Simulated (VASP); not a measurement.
Level of theory: PBE GGA, VASP's PBE PAW potentials (set 64) (plane waves; VASP).

VASP ran on this input.

KPOINTS:
```
k-points along high-symmetry lines
15
Line-mode
Reciprocal
  0.000000   0.000000   0.000000 ! GAMMA
  0.000000   0.500000   0.000000 ! X

  0.000000   0.500000   0.000000 ! X
  0.500000   0.500000   0.000000 ! M

  0.500000   0.500000   0.000000 ! M
  0.000000   0.000000   0.000000 ! GAMMA

  0.000000   0.000000   0.000000 ! GAMMA
  0.500000   0.500000   0.500000 ! R

  0.500000   0.500000   0.500000 ! R
  0.000000   0.500000   0.000000 ! X

  0.500000   0.500000   0.500000 ! R
  0.500000   0.500000   0.000000 ! M
```

### POSCAR
```
CsCl
4.2090080
  1.0000000375   0.0000000000   0.0000000000
  0.0000000000   1.0000000375   0.0000000000
  0.0000000000   0.0000000000   1.0000000375
Cs Cl
1 1
Cartesian
  0.0000000000   0.0000000000   0.0000000000
  0.5000000188   0.5000000188   0.5000000188
```

**INCAR**
```
SYSTEM = CsCl
PREC = Accurate; ENCUT = 400; LREAL = .FALSE.
LASPH = .TRUE.; ICHARG = 11
EDIFF = 1E-7; NELM = 100; ALGO = Normal
LMAXMIX = 4
ISMEAR = 0; SIGMA = 0.05
GGA = PE
LWAVE = .FALSE.; LCHARG = .FALSE.; LORBIT = 11
```

POTCAR, in this order: Cs_sv Cl (PBE.64 set). Program: vasp_std. Read from the step before: CHGCAR.

Output of the run:

### OSZICAR
```
       N       E                     dE             d eps       ncg     rms          rms(c)
DAV:   1     0.839285753090E+02    0.83929E+02   -0.58857E+03  2160   0.926E+02
DAV:   2    -0.559715222841E+00   -0.84488E+02   -0.79112E+02  3200   0.173E+02
DAV:   3    -0.651835006139E+01   -0.59586E+01   -0.59358E+01  2688   0.525E+01
DAV:   4    -0.658123229695E+01   -0.62882E-01   -0.62852E-01  2532   0.658E+00
DAV:   5    -0.658214881499E+01   -0.91652E-03   -0.91641E-03  2704   0.764E-01
DAV:   6    -0.658217223914E+01   -0.23424E-04   -0.23423E-04  2580   0.120E-01
DAV:   7    -0.658217300107E+01   -0.76194E-06   -0.76190E-06  2708   0.195E-02
DAV:   8    -0.658217302921E+01   -0.28140E-07   -0.28156E-07  2400   0.349E-03
   1 F= -.65821730E+01 E0= -.65821730E+01  d E =-.173688E-13
```

OUTCAR:
```
 val. band max:       -0.6261173671   @ k =   0.0000   0.0000   0.0000

 cond. band min:       4.3611221076   @ k =   0.0000   0.0000   0.0000



 k-point     1 :       0.0000    0.0000    0.0000
  band No.  band energies     occupation
      1     -20.0984      2.00000
      2     -12.7262      2.00000
      3      -6.6264      2.00000
      4      -6.6264      2.00000
      5      -6.6264      2.00000
      6      -0.6261      2.00000
      7      -0.6261      2.00000
      8      -0.6261      2.00000
      9       4.3611      0.00000
     10       4.8126      0.00000
     11       4.8126      0.00000
     12       9.1733      0.00000

 k-point     2 :       0.0000    0.0357    0.0000
  band No.  band energies     occupation
      1     -20.0977      2.00000
      2     -12.7265      2.00000
      3      -6.6332      2.00000
      4      -6.6251      2.00000
      5      -6.6251      2.00000
      6      -0.6429      2.00000
      7      -0.6283      2.00000
      8      -0.6283      2.00000
      9       4.3911      0.00000
     10       4.8208      0.00000
     11       4.8409      0.00000
     12       9.1639      0.00000

 k-point     3 :       0.0000    0.0714    0.0000
  band No.  band energies     occupation
      1     -20.0954      2.00000
      2     -12.7273      2.00000
      3      -6.6528      2.00000
      4      -6.6211      2.00000
      5      -6.6211      2.00000
      6      -0.6914      2.00000
      7      -0.6348      2.00000
      8      -0.6348      2.00000
      9       4.4792      0.00000
     10       4.8450      0.00000
     11       4.9249      0.00000
     12       9.1361      0.00000

 k-point     4 :       0.0000    0.1071    0.0000
  band No.  band energies     occupation
      1     -20.0917      2.00000
      2     -12.7285      2.00000
      3      -6.6841      2.00000
      4      -6.6146      2.00000
      5      -6.6146      2.00000
      6      -0.7672      2.00000
      7      -0.6454      2.00000
...
```

The density is held fixed in this step, so its total energy and stress have no physical meaning. Unless said otherwise, spin-orbit coupling is left out, though it shifts the bands of the heavy elements here.

The compound is CsCl in the CsCl type structure. It was relaxed first, which changed the volume by +7 %.
